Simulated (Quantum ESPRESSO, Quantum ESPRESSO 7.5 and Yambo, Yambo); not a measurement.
## ZnSe (Stilleite): G0W0 with Yambo, start to end

How does a plane-wave GW calculation on ZnSe (Stilleite) run from the first input to the gap?

Program: Quantum ESPRESSO 7.5 and Yambo 5.3.0. Level of theory: PBE and many-body steps on it, plane waves. Results are calculated unless marked as measured.

**The experiments to reproduce.**

- Gap 2.695 ± 0.003 eV: excitonic gap from free-exciton PL, not corrected for exciton binding; photoluminescence; 300 K; bulk crystal (Bridgman-grown crystal, polished and etched) (“Alloy Disordering Effects on the Thermal Conductivity and Energy Gap Temperature Dependence of Cd1−xZnxSe Ternary Crystals Grown by the Bridgman Method”, 2023, pmc:10253836).

### 1. The starting structure

It takes space group F-43m (No. 216, cubic). Conventional cell: a = 5.668 Å, b = 5.668 Å, c = 5.668 Å, α = 90.00°, β = 90.00°, γ = 90.00°. Zn has 4 Se at 2.45 Å nearest. Se has 4 Zn at 2.45 Å nearest. Farther neighbours and most contacts between anions are not listed.

The cell and positions come from the Crystallography Open Database and are kept as given unless a step says otherwise.

### 2. Ground state

This step: Quantum ESPRESSO 7.5; DFT, PBE, plane waves, norm-conserving pseudopotentials.

The ground-state density comes first.

Contents of pw.in:

```
&control
  calculation = 'scf'
  prefix = 'x'
  outdir = 'o'
  pseudo_dir = 'pseudo'
/
&system
  ibrav = 0
  nat = 2
  ntyp = 2
  ecutwfc = 104.0
  nbnd = 27
  force_symmorphic = .true.
/
&electrons
  conv_thr = 1e-10
  electron_maxstep = 80
  mixing_beta = 0.5
/
ATOMIC_SPECIES
  Zn 65.38 Zn.upf
  Se 78.971 Se.upf
CELL_PARAMETERS angstrom
  -0.0000000000 2.8338000000 2.8338000000
  2.8338000000 -0.0000000000 2.8338000000
  2.8338000000 2.8338000000 0.0000000000
ATOMIC_POSITIONS crystal
  Zn 0.0000000000 0.0000000000 0.0000000000
  Se 0.2500000000 0.2500000000 0.2500000000
K_POINTS automatic
  6 6 6 0 0 0
```

Run with:

```
OMP_NUM_THREADS=1 mpirun -n 8 pw.x -nk 8 -in pw.in > pw.out
```

Log:

```text
Program PWSCF v.7.5 starts

     This program is part of the open-source Quantum ESPRESSO suite
     for quantum simulation of materials; please cite
         "P. Giannozzi et al., J. Phys.:Condens. Matter 21 395502 (2009);
         "P. Giannozzi et al., J. Phys.:Condens. Matter 29 465901 (2017);
         "P. Giannozzi et al., J. Chem. Phys. 152 154105 (2020);
     in publications or presentations arising from this work. More details at
     Message from routine setup:
     using ibrav=0 with symmetry is DISCOURAGED, use correct ibrav instead

     G-vector sticks info

     bravais-lattice index     =            0
     lattice parameter (alat)  =       7.5733  a.u.
     unit-cell volume          =     307.1384 (a.u.)^3
     number of atoms/cell      =            2
     number of atomic types    =            2
     number of electrons       =        44.00
     number of Kohn-Sham states=           27
     kinetic-energy cutoff     =     104.0000  Ry
     charge density cutoff     =     416.0000  Ry
     scf convergence threshold =      1.0E-10
     mixing beta               =       0.5000
     number of iterations used =            8  plain     mixing
     Exchange-correlation= PBE
                           (   1   4   3   4   0   0   0)

     celldm(1)=   7.573263  celldm(2)=   0.000000  celldm(3)=   0.000000
     celldm(4)=   0.000000  celldm(5)=   0.000000  celldm(6)=   0.000000

     crystal axes: (cart. coord. in units of alat)
               a(1) = (  -0.000000   0.707107   0.707107 )
               a(2) = (   0.707107  -0.000000   0.707107 )
               a(3) = (   0.707107   0.707107   0.000000 )

     reciprocal axes: (cart. coord. in units 2 pi/alat)
               b(1) = ( -0.707107  0.707107  0.707107 )
               b(2) = (  0.707107 -0.707107  0.707107 )
               b(3) = (  0.707107  0.707107 -0.707107 )
     Pseudo is Norm-conserving + core correction, Zval = 20.0
     Generated using ONCVPSP code by D. R. Hamann
     Using radial grid of 1326 points,  6 beta functions with:
     Pseudo is Norm-conserving + core correction, Zval = 24.0
     Generated using ONCVPSP code by D. R. Hamann
     Using radial grid of 1214 points,  6 beta functions with:
     Zn               20.00    65.38000     Zn( 1.00)
     Se               24.00    78.97100     Se( 1.00)

     24 Sym. Ops. (no inversion) found

   Cartesian axes

     site n.     atom                  positions (alat units)
         1        Zn     tau(   1) = (   0.0000000   0.0000000   0.0000000  )
         2        Se     tau(   2) = (   0.3535534   0.3535534   0.3535534  )

     number of k points=    16
                       cart. coord. in units 2pi/alat
        k(    1) = (   0.0000000   0.0000000   0.0000000), wk =   0.0092593
        k(    2) = (   0.1178511   0.1178511  -0.1178511), wk =   0.0740741
        k(    3) = (   0.2357023   0.2357023  -0.2357023), wk =   0.0740741
        k(    4) = (  -0.3535534  -0.3535534   0.3535534), wk =   0.0370370
        k(    5) = (   0.2357023   0.0000000  -0.0000000), wk =   0.0555556
        k(    6) = (   0.3535534   0.1178511  -0.1178511), wk =   0.2222222
        k(    7) = (  -0.2357023  -0.4714045   0.4714045), wk =   0.2222222
        k(    8) = (  -0.1178511  -0.3535534   0.3535534), wk =   0.2222222
        k(    9) = (   0.0000000  -0.2357023   0.2357023), wk =   0.1111111
        k(   10) = (   0.4714045   0.0000000  -0.0000000), wk =   0.0555556
     [... 4 further rows ...]
        k(   15) = (  -0.1178511  -0.3535534   0.5892557), wk =   0.2222222
        k(   16) = (  -0.7071068   0.2357023   0.0000000), wk =   0.1111111

     Dense  grid:    44039 G-vectors     FFT dimensions: (  50,  50,  50)

     Initial potential from superposition of free atoms

     starting charge      43.9998, renormalised to      44.0000
     Starting wfcs are   23 randomized atomic wfcs +    4 random wfcs

     per-process dynamical memory:    32.8 Mb

     Self-consistent Calculation

     iteration #  1     ecut=   104.00 Ry     beta= 0.50

     Threshold (ethr) on eigenvalues was too large:
     Diagonalizing with lowered threshold

     total energy              =   -1094.69458315 Ry
     estimated scf accuracy    <       0.06866874 Ry

     iteration #  2     ecut=   104.00 Ry     beta= 0.50

     total energy              =   -1094.71110296 Ry
     estimated scf accuracy    <       0.00758633 Ry

     iteration #  3     ecut=   104.00 Ry     beta= 0.50

     total energy              =   -1094.71208362 Ry
     estimated scf accuracy    <       0.00096084 Ry

     iteration #  4     ecut=   104.00 Ry     beta= 0.50

     total energy              =   -1094.71214413 Ry
     estimated scf accuracy    <       0.00004366 Ry

     iteration #  5     ecut=   104.00 Ry     beta= 0.50

     total energy              =   -1094.71215037 Ry
     estimated scf accuracy    <       0.00000277 Ry

     iteration #  6     ecut=   104.00 Ry     beta= 0.50

     total energy              =   -1094.71215092 Ry
     estimated scf accuracy    <       0.00000008 Ry

     iteration #  7     ecut=   104.00 Ry     beta= 0.50

     total energy              =   -1094.71215094 Ry
     estimated scf accuracy    <          6.6E-09 Ry

     iteration #  8     ecut=   104.00 Ry     beta= 0.50

     total energy              =   -1094.71215094 Ry
     estimated scf accuracy    <          7.5E-10 Ry

     iteration #  9     ecut=   104.00 Ry     beta= 0.50

     total energy              =   -1094.71215094 Ry
     estimated scf accuracy    <          7.8E-10 Ry

     iteration # 10     ecut=   104.00 Ry     beta= 0.50

     End of self-consistent calculation

          k = 0.0000 0.0000 0.0000 (  5577 PWs)   bands (ev):

  -198.4430-137.9212-137.9212-137.9212-116.4660 -70.6256 -70.6256 -70.6256
   -38.0966 -38.0966 -38.0966 -38.0925 -38.0925  -4.4790   2.2368   2.2368
     2.2368   2.6049   2.6049   8.7791   8.7791   8.7791  10.0703  14.5929
    14.5929  14.5929  18.7189

          k = 0.1179 0.1179-0.1179 (  5510 PWs)   bands (ev):

  -198.4430-137.9212-137.9212-137.9212-116.4660 -70.6256 -70.6256 -70.6256
   -38.0966 -38.0965 -38.0965 -38.0924 -38.0924  -4.3047   2.2533   2.2634
     2.2634   2.6032   2.6032   6.8758   8.5270   8.5270  11.3325  14.6604
    14.9952  14.9952  19.2604

          k = 0.2357 0.2357-0.2357 (  5504 PWs)   bands (ev):

  -198.4430-137.9212-137.9212-137.9212-116.4660 -70.6257 -70.6256 -70.6256
   -38.0965 -38.0964 -38.0964 -38.0924 -38.0924  -3.9136   2.3079   2.3079
     2.4075   2.6115   2.6115   4.7258   8.1000   8.1000  11.4635  15.2671
    15.2671  16.3556  19.2138

          k =-0.3536-0.3536 0.3536 (  5480 PWs)   bands (ev):

     [... further k-points ...]

     highest occupied, lowest unoccupied level (ev):     8.7791   10.0703

!    total energy              =   -1094.71215094 Ry
     estimated scf accuracy    <          1.6E-12 Ry

     The total energy is the sum of the following terms:
     one-electron contribution =    -960.68639616 Ry
     hartree contribution      =     458.33134342 Ry
     xc contribution           =    -102.66706953 Ry
     ewald contribution        =    -489.69002867 Ry

     convergence has been achieved in  10 iterations

     XML data file, charge density, pseudopotentials, collected wavefunctions

=------------------------------------------------------------------------------=
   JOB DONE.
=------------------------------------------------------------------------------=
```

Run time: 7.3 s. Hardware: 8 MPI ranks of Arm Neoverse V1, shared host; peak memory 0.61 GiB; 58 s of CPU time.

Numbers from this step:

```yaml
total_energy: -14894.3176 eV
gap: 1.291 eV
k_of_the_valence_top: 0, 0, 0
k_of_the_conduction_bottom: 0, 0, 0
least_direct_gap: 1.291 eV
```

The gap is direct, at Γ.

### 3. Bands along the symmetry lines

Levels along a band path, at the cheap level, show where the edges lie and whether the meshes to come will hold them.

Contents of pw.in:

```
&control
  calculation = 'bands'
  prefix = 'x'
  outdir = 'o'
  pseudo_dir = 'pseudo'
/
&system
  ibrav = 0
  nat = 2
  ntyp = 2
  ecutwfc = 104.0
  nbnd = 28
  force_symmorphic = .true.
/
&electrons
  conv_thr = 1e-9
  electron_maxstep = 80
  diago_full_acc = .true.
  diago_thr_init = 5e-6
/
ATOMIC_SPECIES
  Zn 65.38 Zn.upf
  Se 78.971 Se.upf
CELL_PARAMETERS angstrom
  -0.0000000000 2.8338000000 2.8338000000
  2.8338000000 -0.0000000000 2.8338000000
  2.8338000000 2.8338000000 0.0000000000
ATOMIC_POSITIONS crystal
  Zn 0.0000000000 0.0000000000 0.0000000000
  Se 0.2500000000 0.2500000000 0.2500000000
K_POINTS crystal
  50
  0.00000000 0.00000000 0.00000000 1
  -0.06250000 -0.06250000 0.00000000 1
  -0.12500000 -0.12500000 0.00000000 1
  -0.18750000 -0.18750000 0.00000000 1
  -0.25000000 -0.25000000 0.00000000 1
  -0.31250000 -0.31250000 0.00000000 1
  -0.37500000 -0.37500000 0.00000000 1
  -0.43750000 -0.43750000 0.00000000 1
  -0.50000000 -0.50000000 0.00000000 1
  -0.48437500 -0.48437500 0.03125000 1
  -0.46875000 -0.46875000 0.06250000 1
  -0.45312500 -0.45312500 0.09375000 1
  -0.43750000 -0.43750000 0.12500000 1
  -0.42187500 -0.42187500 0.15625000 1
  -0.40625000 -0.40625000 0.18750000 1
  -0.39062500 -0.39062500 0.21875000 1
  -0.37500000 -0.37500000 0.25000000 1
  -0.37500000 0.00000000 0.37500000 1
  -0.32812500 0.00000000 0.32812500 1
  -0.28125000 0.00000000 0.28125000 1
  -0.23437500 0.00000000 0.23437500 1
  -0.18750000 0.00000000 0.18750000 1
  -0.14062500 0.00000000 0.14062500 1
  -0.09375000 0.00000000 0.09375000 1
  -0.04687500 0.00000000 0.04687500 1
  0.00000000 0.00000000 0.00000000 1
  0.00000000 0.00000000 0.06250000 1
  0.00000000 0.00000000 0.12500000 1
  0.00000000 0.00000000 0.18750000 1
  0.00000000 0.00000000 0.25000000 1
  0.00000000 0.00000000 0.31250000 1
  0.00000000 0.00000000 0.37500000 1
  0.00000000 0.00000000 0.43750000 1
  0.00000000 0.00000000 0.50000000 1
  -0.06250000 -0.03125000 0.46875000 1
  -0.12500000 -0.06250000 0.43750000 1
  -0.18750000 -0.09375000 0.40625000 1
  -0.25000000 -0.12500000 0.37500000 1
  -0.31250000 -0.15625000 0.34375000 1
  -0.37500000 -0.18750000 0.31250000 1
  -0.43750000 -0.21875000 0.28125000 1
  -0.50000000 -0.25000000 0.25000000 1
  -0.50000000 -0.28125000 0.21875000 1
  -0.50000000 -0.31250000 0.18750000 1
  -0.50000000 -0.34375000 0.15625000 1
  -0.50000000 -0.37500000 0.12500000 1
  -0.50000000 -0.40625000 0.09375000 1
  -0.50000000 -0.43750000 0.06250000 1
  -0.50000000 -0.46875000 0.03125000 1
  -0.50000000 -0.50000000 0.00000000 1
```

Log:

```text
[banner, memory and clock lines left out]
Program PWSCF v.7.5 starts

     Atomic positions and unit cell read from directory:
     o/x.save/

     Message from routine setup:
     using ibrav=0 with symmetry is DISCOURAGED, use correct ibrav instead

     G-vector sticks info

     bravais-lattice index     =            0
     lattice parameter (alat)  =       7.5733  a.u.
     unit-cell volume          =     307.1384 (a.u.)^3
     number of atoms/cell      =            2
     number of atomic types    =            2
     number of electrons       =        44.00
     number of Kohn-Sham states=           28
     kinetic-energy cutoff     =     104.0000  Ry
     charge density cutoff     =     416.0000  Ry
     Exchange-correlation= PBE
                           (   1   4   3   4   0   0   0)

     celldm(1)=   7.573263  celldm(2)=   0.000000  celldm(3)=   0.000000
     celldm(4)=   0.000000  celldm(5)=   0.000000  celldm(6)=   0.000000

     crystal axes: (cart. coord. in units of alat)
               a(1) = (  -0.000000   0.707107   0.707107 )
               a(2) = (   0.707107  -0.000000   0.707107 )
               a(3) = (   0.707107   0.707107   0.000000 )

     reciprocal axes: (cart. coord. in units 2 pi/alat)
               b(1) = ( -0.707107  0.707107  0.707107 )
               b(2) = (  0.707107 -0.707107  0.707107 )
               b(3) = (  0.707107  0.707107 -0.707107 )
     Pseudo is Norm-conserving + core correction, Zval = 20.0
     Generated using ONCVPSP code by D. R. Hamann
     Using radial grid of 1326 points,  6 beta functions with:
     Pseudo is Norm-conserving + core correction, Zval = 24.0
     Generated using ONCVPSP code by D. R. Hamann
     Using radial grid of 1214 points,  6 beta functions with:
     Zn               20.00    65.38000     Zn( 1.00)
     Se               24.00    78.97100     Se( 1.00)

     24 Sym. Ops. (no inversion) found

   Cartesian axes

     site n.     atom                  positions (alat units)
         1        Zn     tau(   1) = (   0.0000000   0.0000000   0.0000000  )
         2        Se     tau(   2) = (   0.3535534   0.3535534   0.3535534  )

     number of k points=    50
                       cart. coord. in units 2pi/alat
        k(    1) = (   0.0000000   0.0000000   0.0000000), wk =   0.0400000
        k(    2) = (   0.0000000   0.0000000  -0.0883883), wk =   0.0400000
        k(    3) = (   0.0000000   0.0000000  -0.1767767), wk =   0.0400000
[...]
[... 38 further rows ...]
        k(   49) = (   0.0441942  -0.0000000  -0.7071068), wk =   0.0400000
        k(   50) = (   0.0000000   0.0000000  -0.7071068), wk =   0.0400000

     Dense  grid:    44039 G-vectors     FFT dimensions: (  50,  50,  50)

     The potential is recalculated from file :
     o/x.save/charge-density

     Starting wfcs are   23 randomized atomic wfcs +    5 random wfcs

     Band Structure Calculation

     End of band structure calculation

          k = 0.0000 0.0000 0.0000 (  5577 PWs)   bands (ev):

  -198.4430-137.9212-137.9212-137.9212-116.4660 -70.6256 -70.6256 -70.6256
   -38.0966 -38.0966 -38.0966 -38.0925 -38.0925  -4.4790   2.2368   2.2368
     2.2368   2.6048   2.6048   8.7791   8.7791   8.7791  10.0703  14.5929
    14.5929  14.5929  18.7189  20.2713

          k = 0.0000 0.0000-0.0884 (  5533 PWs)   bands (ev):

  -198.4430-137.9212-137.9212-137.9212-116.4660 -70.6257 -70.6256 -70.6256
   -38.0966 -38.0965 -38.0965 -38.0925 -38.0924  -4.4446   2.2344   2.2444
[...]
14.7705  14.7705  19.0507  19.4940

          k = 0.0000 0.0000-0.1768 (  5513 PWs)   bands (ev):

  -198.4430-137.9212-137.9212-137.9212-116.4660 -70.6257 -70.6257 -70.6257
[...]
15.2587  15.2587  18.2447  20.0328

          k =-0.0000 0.0000-0.2652 (  5525 PWs)   bands (ev):

[...]
k = 0.0000 0.0000-0.3536 (  5457 PWs)   bands (ev):

[...]
k = 0.0000-0.0000-0.4419 (  5498 PWs)   bands (ev):

[...]
k =-0.0000 0.0000-0.5303 (  5514 PWs)   bands (ev):

[...]
k = 0.0000-0.0000-0.6187 (  5514 PWs)   bands (ev):

[...]
k = 0.5303-0.0000-0.5303 (  5486 PWs)   bands (ev):

[...]
k = 0.0000 0.0000 0.0000 (  5577 PWs)   bands (ev):

[...]
k = 0.1326 0.0000-0.7071 (  5496 PWs)   bands (ev):

[...]
k = 0.0884-0.0000-0.7071 (  5482 PWs)   bands (ev):

[...]
k = 0.0442-0.0000-0.7071 (  5482 PWs)   bands (ev):

  -198.4430-137.9212-137.9212-137.9212-116.4660 -70.6257 -70.6257 -70.6257
[...]
19.3693  19.8449  20.0979  22.7171

          k = 0.0000 0.0000-0.7071 (  5514 PWs)   bands (ev):

  -198.4430-137.9212-137.9212-137.9212-116.4660 -70.6257 -70.6257 -70.6257
   -38.0967 -38.0962 -38.0962 -38.0925 -38.0923  -3.4224   2.2680   2.4896
     2.4896   2.6531   2.7852   4.0297   6.5968   6.5968  11.7736  12.2469
    19.5147  20.0353  20.0353  22.7657

     XML data file, pseudopotentials, collected wavefunctions
```

Wall time 4.9 s (8 MPI ranks); peak memory 0.54 GiB; 38 s of CPU time.

This step gave:

| Property | Result |
| --- | --- |
| gap | 1.291 eV |
| k of the valence top | 0, 0, 0 |
| k of the conduction bottom | 0, 0, 0 |
| least direct gap | 1.291 eV |

The gap is 1.291 eV, as in the run before at this level.

Electronic bands along the path, in eV, zero at the top of the highest filled band:

| point | band 19 | band 20 | band 21 | band 22 | band 23 | band 24 | band 25 | band 26 |
| --- | --- | --- | --- | --- | --- | --- | --- | --- |
| Γ | -6.17 | 0.00 | 0.00 | 0.00 | 1.29 | 5.81 | 5.81 | 5.81 |
| halfway | -6.15 | -2.88 | -1.25 | -1.25 | 3.93 | 4.04 | 8.04 | 8.04 |
| X | -5.99 | -4.75 | -2.18 | -2.18 | 2.99 | 3.47 | 10.74 | 11.26 |
| halfway | -5.96 | -4.74 | -2.56 | -2.08 | 3.26 | 4.06 | 9.97 | 10.51 |
| U | -5.91 | -4.71 | -3.08 | -1.79 | 3.59 | 5.60 | 9.05 | 9.28 |
| jump to K | -5.91 | -4.71 | -3.08 | -1.79 | 3.59 | 5.60 | 9.05 | 9.28 |
| halfway | -6.15 | -3.33 | -1.73 | -0.49 | 3.79 | 5.97 | 6.67 | 6.69 |
| Γ | -6.17 | 0.00 | 0.00 | 0.00 | 1.29 | 5.81 | 5.81 | 5.81 |
| halfway | -6.17 | -3.04 | -0.48 | -0.48 | 2.75 | 6.45 | 6.45 | 6.57 |
| L | -6.01 | -5.22 | -0.87 | -0.87 | 2.55 | 6.39 | 6.39 | 8.58 |
| halfway | -5.96 | -4.89 | -2.40 | -1.46 | 4.23 | 5.56 | 7.42 | 8.68 |
| W | -5.87 | -4.68 | -2.76 | -2.66 | 5.49 | 5.56 | 6.97 | 7.72 |
| halfway | -5.93 | -4.72 | -2.48 | -2.43 | 3.88 | 4.29 | 9.22 | 9.31 |
| X | -5.99 | -4.75 | -2.18 | -2.18 | 2.99 | 3.47 | 10.74 | 11.26 |

(Continued in part 2 of 3.)

[Paths, hosts, dates, memory and timing lines, banners, echoed tables and standing remarks are left out of the program output.]

[Logs are printed without paths, hosts, clocks, repeated set-up lines and the standing remarks that a program may print on its own settings, such as how far it seeks lower states.]

[Runs of the session that timed out or met a known fault of the program may be left out.]

[Hosts, paths, dates, database ids (printed as entryN), source tags and the programs' standing remarks are cut or masked in the printed files.]
